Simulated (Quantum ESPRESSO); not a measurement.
# 2H-MoS2, 1 layer, rectangular cell: a series in strain along the first axis, part 5 of 7

Aim: how the results for 2H-MoS2, 1 layer, rectangular cell change with strain along the first axis.

Quantum ESPRESSO 7.5; plane-wave DFT, PBE, GBRV ultrasoft pseudopotentials.

So far. Step 3 (Relaxing the ions, -4 %): The relaxation lowers the energy by 4 meV an atom. Step 6 (Bands along a path, -4 %): Along this path the valence top lies between Γ and X and the conduction bottom between Γ and X.

## 7. Relaxing the ions, -3 %

m1.relax.in reads:

```
&control
  prefix = 'm1.relax'
  outdir = './out'
  pseudo_dir = './pseudo'
  nstep = 40
  forc_conv_thr = 0.0003
  calculation = 'relax'
  tstress = .true.
/
&system
  ibrav = 0
  nat = 6
  ntyp = 2
  ecutwfc = 50
  ecutrho = 250
  occupations = 'smearing'
  smearing = 'fd'
  degauss = 0.002
/
&electrons
  conv_thr = 1e-09
  mixing_beta = 0.4
  electron_maxstep = 120
  mixing_mode = 'plain'
/
&ions
/
ATOMIC_SPECIES
  S   32.0600  s_pbe_v1.4.uspp.F.UPF
  Mo  95.9500  mo_pbe_v1.uspp.F.UPF
CELL_PARAMETERS angstrom
  3.08758376171000 0.00000000000000 0.00000000000000
  0.00000000000000 5.51328753800000 0.00000000000000
  0.00000000000000 0.00000000000000 18.26259773800000
ATOMIC_POSITIONS crystal
  S   0.999999999900 0.333333776000 0.414454234500
  S   0.500000000000 0.833333714400 0.414454237300
  Mo  0.000000000000 -0.000000854000 0.500000000000
  Mo  0.500000000000 0.499999206700 0.500000000000
  S   0.999999999900 0.333333776000 0.585545765500
  S   0.500000000000 0.833333714400 0.585545762700
K_POINTS automatic
  10 6 1 0 0 0
```

Command:

```
$ OMP_NUM_THREADS=1 mpirun -n 4 pw.x -nk 4 -in m1.relax.in > m1.relax.out
```

The program printed:

```text
[banner, memory and clock lines left out]
Program PWSCF v.7.5 starts
[...]
Message from routine setup:
[...]
number of electrons       =        52.00
     number of Kohn-Sham states=           31
     kinetic-energy cutoff     =      50.0000  Ry
     charge density cutoff     =     250.0000  Ry
[...]
number of k points=    24  Fermi-Dirac smearing, width (Ry)=  0.0020
[...]
Dense  grid:   140069 G-vectors     FFT dimensions: (  30,  54, 180)
[...]
negative rho (up, down):  4.550E-03 0.000E+00
     Starting wfcs are   42 randomized atomic wfcs
[...]
negative rho (up, down):  4.673E-03 0.000E+00
[...]
estimated scf accuracy    <       0.24404262 Ry
[...]
negative rho (up, down):  4.652E-03 0.000E+00
[...]
estimated scf accuracy    <       0.10971564 Ry
[...]
negative rho (up, down):  4.684E-03 0.000E+00
[...]
estimated scf accuracy    <       0.01673276 Ry
[...]
negative rho (up, down):  4.686E-03 0.000E+00
[...]
estimated scf accuracy    <       0.00242600 Ry
[...]
negative rho (up, down):  4.680E-03 0.000E+00
[...]
estimated scf accuracy    <       0.00164187 Ry
[...]
negative rho (up, down):  4.662E-03 0.000E+00
[...]
estimated scf accuracy    <       0.00069760 Ry
[...]
negative rho (up, down):  4.652E-03 0.000E+00
[...]
estimated scf accuracy    <       0.00003397 Ry
[...]
negative rho (up, down):  4.653E-03 0.000E+00
[...]
estimated scf accuracy    <       0.00004889 Ry
[...]
negative rho (up, down):  4.655E-03 0.000E+00
[...]
estimated scf accuracy    <       0.00002296 Ry
[...]
negative rho (up, down):  4.655E-03 0.000E+00
[...]
estimated scf accuracy    <       0.00000060 Ry
[...]
negative rho (up, down):  4.656E-03 0.000E+00
[...]
estimated scf accuracy    <       0.00000007 Ry
[...]
negative rho (up, down):  4.655E-03 0.000E+00
[...]
estimated scf accuracy    <       0.00000021 Ry
[...]
negative rho (up, down):  4.655E-03 0.000E+00
[...]
estimated scf accuracy    <          1.9E-09 Ry
[...]
negative rho (up, down):  4.656E-03 0.000E+00
[...]
estimated scf accuracy    <       0.00000001 Ry
[...]
negative rho (up, down):  4.656E-03 0.000E+00
[...]
estimated scf accuracy    <          1.8E-09 Ry
[...]
negative rho (up, down):  4.656E-03 0.000E+00
[...]
the Fermi energy is     0.8073 ev
!    total energy              =    -375.45936814 Ry
     estimated scf accuracy    <          7.2E-10 Ry
     smearing contrib. (-TS)   =      -0.00000000 Ry
     internal energy E=F+TS    =    -375.45936814 Ry
[...]
one-electron contribution =   -2004.06322412 Ry
     hartree contribution      =    1004.08504111 Ry
     xc contribution           =     -72.69087765 Ry
     ewald contribution        =     697.20969252 Ry
     convergence has been achieved in  16 iterations
     negative rho (up, down):  4.656E-03 0.000E+00
[...]
Total force =     0.027890     Total SCF correction =     0.000078
[...]
negative rho (up, down):  4.656E-03 0.000E+00
[...]
negative rho (up, down):  4.645E-03 0.000E+00
[...]
negative rho (up, down):  4.646E-03 0.000E+00
[...]
estimated scf accuracy    <       0.00004000 Ry
[...]
negative rho (up, down):  4.647E-03 0.000E+00
[...]
estimated scf accuracy    <       0.00005693 Ry
[...]
negative rho (up, down):  4.649E-03 0.000E+00
[...]
estimated scf accuracy    <       0.00000272 Ry
[...]
negative rho (up, down):  4.649E-03 0.000E+00
[...]
estimated scf accuracy    <       0.00000160 Ry
[...]
negative rho (up, down):  4.649E-03 0.000E+00
[...]
estimated scf accuracy    <       0.00000031 Ry
[...]
negative rho (up, down):  4.649E-03 0.000E+00
[...]
estimated scf accuracy    <       0.00000019 Ry
[...]
negative rho (up, down):  4.649E-03 0.000E+00
[...]
estimated scf accuracy    <       0.00000002 Ry
[...]
negative rho (up, down):  4.649E-03 0.000E+00
[...]
estimated scf accuracy    <          4.7E-09 Ry
[...]
negative rho (up, down):  4.649E-03 0.000E+00
[...]
estimated scf accuracy    <          1.3E-09 Ry
[...]
negative rho (up, down):  4.649E-03 0.000E+00
[...]
the Fermi energy is     0.7927 ev
!    total energy              =    -375.45996041 Ry
     estimated scf accuracy    <          1.8E-10 Ry
     smearing contrib. (-TS)   =      -0.00000000 Ry
     internal energy E=F+TS    =    -375.45996041 Ry
[...]
one-electron contribution =   -2000.60892912 Ry
     hartree contribution      =    1002.36845596 Ry
     xc contribution           =     -72.66992626 Ry
     ewald contribution        =     695.45043902 Ry
     convergence has been achieved in  10 iterations
     negative rho (up, down):  4.649E-03 0.000E+00
[...]
Total force =     0.014973     Total SCF correction =     0.000039
[...]
negative rho (up, down):  4.649E-03 0.000E+00
[...]
negative rho (up, down):  4.635E-03 0.000E+00
[...]
negative rho (up, down):  4.636E-03 0.000E+00
[...]
estimated scf accuracy    <       0.00004582 Ry
[...]
negative rho (up, down):  4.638E-03 0.000E+00
[...]
estimated scf accuracy    <       0.00007260 Ry
[...]
negative rho (up, down):  4.640E-03 0.000E+00
[...]
estimated scf accuracy    <       0.00000273 Ry
[...]
negative rho (up, down):  4.640E-03 0.000E+00
[...]
estimated scf accuracy    <       0.00000163 Ry
[...]
negative rho (up, down):  4.640E-03 0.000E+00
[...]
estimated scf accuracy    <       0.00000029 Ry
[...]
negative rho (up, down):  4.640E-03 0.000E+00
[...]
estimated scf accuracy    <       0.00000016 Ry
[...]
negative rho (up, down):  4.640E-03 0.000E+00
[...]
estimated scf accuracy    <       0.00000002 Ry
[...]
negative rho (up, down):  4.640E-03 0.000E+00
[...]
estimated scf accuracy    <          5.4E-09 Ry
[...]
negative rho (up, down):  4.640E-03 0.000E+00
[...]
estimated scf accuracy    <          7.7E-10 Ry
[...]
negative rho (up, down):  4.640E-03 0.000E+00
[...]
the Fermi energy is     0.7747 ev
!    total energy              =    -375.46021551 Ry
     estimated scf accuracy    <          2.6E-11 Ry
     smearing contrib. (-TS)   =      -0.00000000 Ry
     internal energy E=F+TS    =    -375.46021551 Ry
[...]
one-electron contribution =   -1996.68712397 Ry
     hartree contribution      =    1000.41948883 Ry
     xc contribution           =     -72.64655539 Ry
     ewald contribution        =     693.45397502 Ry
     convergence has been achieved in  10 iterations
     negative rho (up, down):  4.640E-03 0.000E+00
[...]
Total force =     0.003668     Total SCF correction =     0.000012
[...]
negative rho (up, down):  4.640E-03 0.000E+00
[...]
negative rho (up, down):  4.636E-03 0.000E+00
[...]
negative rho (up, down):  4.637E-03 0.000E+00
[...]
estimated scf accuracy    <       0.00000331 Ry
[...]
negative rho (up, down):  4.637E-03 0.000E+00
[...]
estimated scf accuracy    <       0.00000588 Ry
[...]
negative rho (up, down):  4.638E-03 0.000E+00
[...]
estimated scf accuracy    <       0.00000016 Ry
[...]
negative rho (up, down):  4.638E-03 0.000E+00
[...]
estimated scf accuracy    <       0.00000018 Ry
[...]
negative rho (up, down):  4.638E-03 0.000E+00
[...]
estimated scf accuracy    <       0.00000002 Ry
[...]
negative rho (up, down):  4.638E-03 0.000E+00
[...]
estimated scf accuracy    <          7.4E-09 Ry
[...]
negative rho (up, down):  4.638E-03 0.000E+00
[...]
estimated scf accuracy    <          3.1E-09 Ry
[...]
negative rho (up, down):  4.638E-03 0.000E+00
[...]
estimated scf accuracy    <          1.0E-10 Ry
[...]
negative rho (up, down):  4.638E-03 0.000E+00
[...]
estimated scf accuracy    <          6.7E-11 Ry
[...]
negative rho (up, down):  4.638E-03 0.000E+00
[...]
the Fermi energy is     0.7710 ev
!    total energy              =    -375.46023035 Ry
     estimated scf accuracy    <          6.0E-12 Ry
     smearing contrib. (-TS)   =      -0.00000000 Ry
     internal energy E=F+TS    =    -375.46023035 Ry
[...]
one-electron contribution =   -1995.63762910 Ry
     hartree contribution      =     999.89773967 Ry
     xc contribution           =     -72.64040593 Ry
     ewald contribution        =     692.92006501 Ry
     convergence has been achieved in  10 iterations
     negative rho (up, down):  4.638E-03 0.000E+00
[...]
Total force =     0.001360     Total SCF correction =     0.000007
[...]
negative rho (up, down):  4.638E-03 0.000E+00
[...]
negative rho (up, down):  4.637E-03 0.000E+00
[...]
negative rho (up, down):  4.637E-03 0.000E+00
[...]
estimated scf accuracy    <       0.00000014 Ry
[...]
negative rho (up, down):  4.637E-03 0.000E+00
[...]
estimated scf accuracy    <       0.00000011 Ry
[...]
negative rho (up, down):  4.638E-03 0.000E+00
[...]
estimated scf accuracy    <       0.00000002 Ry
[...]
negative rho (up, down):  4.638E-03 0.000E+00
[...]
estimated scf accuracy    <          3.5E-09 Ry
[...]
negative rho (up, down):  4.638E-03 0.000E+00
[...]
estimated scf accuracy    <          2.3E-09 Ry
[...]
negative rho (up, down):  4.638E-03 0.000E+00
[...]
estimated scf accuracy    <          1.4E-10 Ry
[...]
negative rho (up, down):  4.638E-03 0.000E+00
[...]
estimated scf accuracy    <          4.1E-11 Ry
[...]
negative rho (up, down):  4.638E-03 0.000E+00
[...]
the Fermi energy is     0.7708 ev
!    total energy              =    -375.46023183 Ry
     estimated scf accuracy    <          4.2E-12 Ry
     smearing contrib. (-TS)   =      -0.00000000 Ry
     internal energy E=F+TS    =    -375.46023183 Ry
[...]
one-electron contribution =   -1995.44995097 Ry
     hartree contribution      =     999.80449605 Ry
     xc contribution           =     -72.63934112 Ry
     ewald contribution        =     692.82456421 Ry
     convergence has been achieved in   8 iterations
     negative rho (up, down):  4.638E-03 0.000E+00
[...]
Total force =     0.000436     Total SCF correction =     0.000003
[...]
negative rho (up, down):  4.638E-03 0.000E+00
[...]
```

Wall time 5.3 min (4 MPI ranks of Arm Neoverse V1, shared host); peak memory 1.1 GiB.

Relaxation path:

```
step  energy less that of the first step (eV)  largest force (eV/Å)
   1                                   0.0000                0.3280
   2                                  -0.0081                0.1865
   3                                  -0.0115                0.0442
   4                                  -0.0117                0.0190
   5                                  -0.0118                0.0065
```

The atoms that moved most (Å):

```
atom     dx      dy      dz  length
  S1  0.000  -0.003  -0.016   0.016
  S5  0.000  -0.003   0.016   0.016
  S6  0.000  -0.003   0.016   0.016
  S2  0.000  -0.003  -0.016   0.016
 Mo3  0.000   0.006   0.000   0.006
 Mo4  0.000   0.006   0.000   0.006
```

The relaxed structure:

```cif
data_structure
_symmetry_space_group_name_H-M 'P 1'
_symmetry_Int_Tables_number 1
_cell_length_a 3.0876
_cell_length_b 5.5133
_cell_length_c 18.2626
_cell_angle_alpha 90.000
_cell_angle_beta 90.000
_cell_angle_gamma 90.000
_cell_volume 310.88
loop_
_atom_site_label
_atom_site_type_symbol
_atom_site_fract_x
_atom_site_fract_y
_atom_site_fract_z
_atom_site_occupancy
S1 S 0.00000 0.33276 0.41358 1
S2 S 0.50000 0.83276 0.41358 1
Mo3 Mo 0.00000 0.00115 0.50000 1
Mo4 Mo 0.50000 0.50115 0.50000 1
S5 S 0.00000 0.33276 0.58642 1
S6 S 0.50000 0.83276 0.58642 1
```

The relaxation lowers the energy by 2 meV an atom.

Numbers from this step:

- free energy: -5108.3967 eV
- Fermi energy: 0.7708 eV

## 8. Ground state, -3 %

m1.scf.in reads:

```
&control
  prefix = 'm1.scf'
  outdir = './out'
  pseudo_dir = './pseudo'
  calculation = 'scf'
  tprnfor = .true.
/
&system
  ibrav = 0
  nat = 6
  ntyp = 2
  ecutwfc = 40
  ecutrho = 200
  occupations = 'smearing'
  smearing = 'fd'
  degauss = 0.002
  nbnd = 30
/
&electrons
  conv_thr = 1e-09
  mixing_beta = 0.4
  electron_maxstep = 120
  mixing_mode = 'plain'
/
ATOMIC_SPECIES
  S   32.0600  s_pbe_v1.4.uspp.F.UPF
  Mo  95.9500  mo_pbe_v1.uspp.F.UPF
CELL_PARAMETERS angstrom
  3.08758376171000 0.00000000000000 0.00000000000000
  0.00000000000000 5.51328753800000 0.00000000000000
  0.00000000000000 0.00000000000000 18.26259773800000
ATOMIC_POSITIONS crystal
  S   0.999999999900 0.332755945100 0.413577283100
  S   0.500000000000 0.832755972800 0.413577282800
  Mo  0.000000000000 0.001154767200 0.500000000000
  Mo  0.500000000000 0.501154730400 0.500000000000
  S   0.999999999900 0.332755945100 0.586422716900
  S   0.500000000000 0.832755972800 0.586422717200
K_POINTS automatic
  10 6 1 0 0 0
```

Command:

```
$ OMP_NUM_THREADS=1 mpirun -n 4 pw.x -nk 4 -in m1.scf.in > m1.scf.out
```

The program printed:

```text
[banner, memory and clock lines left out]
Program PWSCF v.7.5 starts
[...]
Message from routine setup:
[...]
number of electrons       =        52.00
     number of Kohn-Sham states=           30
     kinetic-energy cutoff     =      40.0000  Ry
     charge density cutoff     =     200.0000  Ry
[...]
number of k points=    24  Fermi-Dirac smearing, width (Ry)=  0.0020
[...]
Dense  grid:   100143 G-vectors     FFT dimensions: (  27,  48, 160)
[...]
negative rho (up, down):  4.861E-03 0.000E+00
     Starting wfcs are   42 randomized atomic wfcs
[...]
negative rho (up, down):  4.975E-03 0.000E+00
[...]
estimated scf accuracy    <       0.24219352 Ry
[...]
negative rho (up, down):  4.956E-03 0.000E+00
[...]
estimated scf accuracy    <       0.10542420 Ry
[...]
negative rho (up, down):  4.983E-03 0.000E+00
[...]
estimated scf accuracy    <       0.01402134 Ry
[...]
negative rho (up, down):  4.986E-03 0.000E+00
[...]
estimated scf accuracy    <       0.00249095 Ry
[...]
negative rho (up, down):  4.970E-03 0.000E+00
[...]
estimated scf accuracy    <       0.00165089 Ry
[...]
negative rho (up, down):  4.964E-03 0.000E+00
[...]
estimated scf accuracy    <       0.00003906 Ry
[...]
negative rho (up, down):  4.955E-03 0.000E+00
[...]
estimated scf accuracy    <       0.00011211 Ry
[...]
negative rho (up, down):  4.957E-03 0.000E+00
[...]
estimated scf accuracy    <       0.00007118 Ry
[...]
negative rho (up, down):  4.958E-03 0.000E+00
[...]
estimated scf accuracy    <       0.00000786 Ry
[...]
negative rho (up, down):  4.958E-03 0.000E+00
[...]
estimated scf accuracy    <       0.00000045 Ry
[...]
negative rho (up, down):  4.958E-03 0.000E+00
[...]
estimated scf accuracy    <       0.00000046 Ry
[...]
negative rho (up, down):  4.958E-03 0.000E+00
[...]
estimated scf accuracy    <       0.00000019 Ry
[...]
negative rho (up, down):  4.958E-03 0.000E+00
[...]
estimated scf accuracy    <       0.00000009 Ry
[...]
negative rho (up, down):  4.958E-03 0.000E+00
[...]
estimated scf accuracy    <          4.4E-09 Ry
[...]
negative rho (up, down):  4.958E-03 0.000E+00
[...]
the Fermi energy is     0.6182 ev
!    total energy              =    -375.45828731 Ry
     estimated scf accuracy    <          7.3E-10 Ry
     smearing contrib. (-TS)   =      -0.00000000 Ry
     internal energy E=F+TS    =    -375.45828731 Ry
[...]
one-electron contribution =   -1995.44902860 Ry
     hartree contribution      =     999.80569170 Ry
     xc contribution           =     -72.63951466 Ry
     ewald contribution        =     692.82456425 Ry
     convergence has been achieved in  15 iterations
     negative rho (up, down):  4.958E-03 0.000E+00
[...]
Total force =     0.000549     Total SCF correction =     0.000054
[...]
```

It took 59 s on 4 MPI ranks; peak memory 0.6 GiB.

This step gave:

- free energy: -5108.3702 eV
- Fermi energy: 0.6182 eV
- valence top, on the run's zero: -0.3143 eV
- conduction bottom, on the run's zero: 1.571 eV
- gap by band count: 1.885 eV

[end of part 5 of 7]

[Logs are printed without paths, hosts, clocks, repeated set-up lines and the standing remarks that a program may print on its own settings, such as how far it seeks lower states.]

[Hosts, paths, dates, database ids (printed as entryN), source tags and the programs' standing remarks are cut or masked in the printed files.]

[Maps of the electrostatic potential energy from Ansatz leave out the sawtooth potential of an applied field or a dipole correction, so their vacuum need not be flat; planar profiles and work functions include it.]
